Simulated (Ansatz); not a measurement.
SrO (rocksalt), relaxed with r2SCAN in Ansatz 0.2.0: the symmetry is Fm-3m (No. 225, cubic); a = 5.160 Å in the conventional setting, 17.17 Å³ an atom. Sr is surrounded by 6 O at 2.58 Å; O is surrounded by 6 Sr at 2.58 Å. The cell was then strained (x, y and z are the cube axes), with the atoms relaxed again; stress is positive in compression. Spin-unpolarised throughout; all numbers are computed.

- Uniaxial -1.0 % along z, other directions held: r2SCAN's stress changes by +1.95 GPa along the strain and +0.50 GPa across it.
- Isotropic -1.0 % on every length: the pressure changes by +3.02 GPa.
- Epitaxial strain of -0.84 % in the (001) plane: the free normal strain is +0.45 % and the in-plane stress changes by +1.83 GPa.
- In that film r2SCAN's threefold valence top at Γ splits as 2+1 from the top, by 0.044 eV.
- Uniaxial strain of +1.63 % along [111], atoms relaxed: the xy stress changes by -0.618 GPa.

Q: Estimate C₁₁, C₁₂ and the bulk modulus from the uniaxial step.

A: With compression positive, C₁₁ ≈ −Δσ∥/ε = (-1.95)/(-0.0100) = 195 GPa and C₁₂ ≈ (-0.50)/(-0.0100) = 50 GPa; B = (C₁₁ + 2C₁₂)/3 = 98 GPa. A one-sided step carries third-order terms: it reads high by some per cent.

Q: What bulk modulus does the isotropic step give?

A: Δ ln V = 3 ln(0.9900) = -0.0302, so B ≈ −ΔP/Δ ln V = 100 GPa, against 98 GPa from C₁₁ and C₁₂; one-sided steps of finite size carry third-order terms.

Q: What do the film's normal strain and stress say about the elastic constants?

A: ε⊥/ε∥ = (+0.0045)/(-0.0084) = -0.54, which linear elasticity sets to −2C₁₂/C₁₁ = -0.51 from the uniaxial step. The biaxial modulus is M = −Δσ/ε∥ = 218 GPa (C₁₁ + C₁₂ − 2C₁₂²/C₁₁ = 219 GPa).

Q: How much elastic energy does the film store, with 17.17 Å³ an atom?

A: u = M ε∥² = −Δσ ε∥ = -1.83 × (-0.0084) = 0.0154 GPa, and 1 GPa Å³ is 6.2415 meV: 1.65 meV an atom. The total energies of the two runs differ by 1.62 meV an atom.

Q: Extract the shear deformation potential b.

A: Without spin-orbit coupling the splitting is 3|b| |ε_zz − ε_xx| = 3|b| × 0.0129, so |b| = 0.044/0.0387 = 1.14 eV.

Q: Estimate C₄₄.

A: A strain ε along [111] has ε_xy = ε/3 = +0.00543, an engineering shear of 2ε/3, so C₄₄ ≈ −Δσ_xy/(2ε/3) = 57 GPa, atoms relaxed.
